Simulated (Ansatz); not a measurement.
# BaO: the cost of one run

Program: Ansatz 0.2.0. Level of theory: DFT PBEsol, scalar-relativistic, plane waves, PAW. These are calculated values, not measurements.

1 further run of the same task is left out (set aside as unsound or not needed).

## Step 1: The structure to begin with

The structure is cubic, space group Fm-3m (No. 225). The conventional cell has a = 5.490 Å, b = 5.490 Å, c = 5.490 Å, α = 90.00°, β = 90.00°, γ = 90.00°. Ba (site symmetry m-3m) is surrounded by 6 O at 2.75 Å. O (site symmetry m-3m) has 6 Ba at 2.75 Å as nearest neighbours.

Coordinates:

```
CELL_PARAMETERS angstrom
0.00000 2.74519 2.74519
2.74519 0.00000 2.74519
2.74519 2.74519 0.00000
ATOMIC_POSITIONS crystal
Ba 0.00000 0.00000 0.00000
O 0.50000 0.50000 0.50000
```

It is the result of an earlier relaxation at this level (volume 20.69 Å³/atom; gap on the mesh: 1.84 eV).

## Step 2: Relaxing to 0.001 eV/Å

Response runs need a geometry at rest under their own mesh and occupations; hence this stricter relaxation.

input.yaml reads:

```yaml
crystal:
  lattice:
    - [0.0, 2.7451854841, 2.7451854841]
    - [2.7451854841, 0.0, 2.7451854841]
    - [2.7451854841, 2.7451854841, 0.0]
  atoms:
    - { symbol: Ba, position: [0.0, 0.0, 0.0] }
    - { symbol: O, position: [0.5, 0.5, 0.5] }
basis:
  ecutwfc: 420
kpoints:
  mp_grid: { grid: [8, 8, 8] }
hamiltonian:
  xc: pbesol
scf:
  occupations: { method: fixed }
output:
  forces: true
  stress: true
  eigenvalues: true
relax:
  adjacent_minimum: "off"
  f_tol: 0.001
  max_steps: 60
  cell: { stress_tol: 0.01 }
```

Launch:

```
$ ansatz run input.yaml --threads 1 --pin off --max-ram 2560MiB --backend cpu --events-out ev --progress --plain --runs-dir out
```

**Question.** How long does this run take on 1 thread of an Arm CPU, shared host, and how much memory does it need?

About 5 s, with a peak of 0.3 GiB.
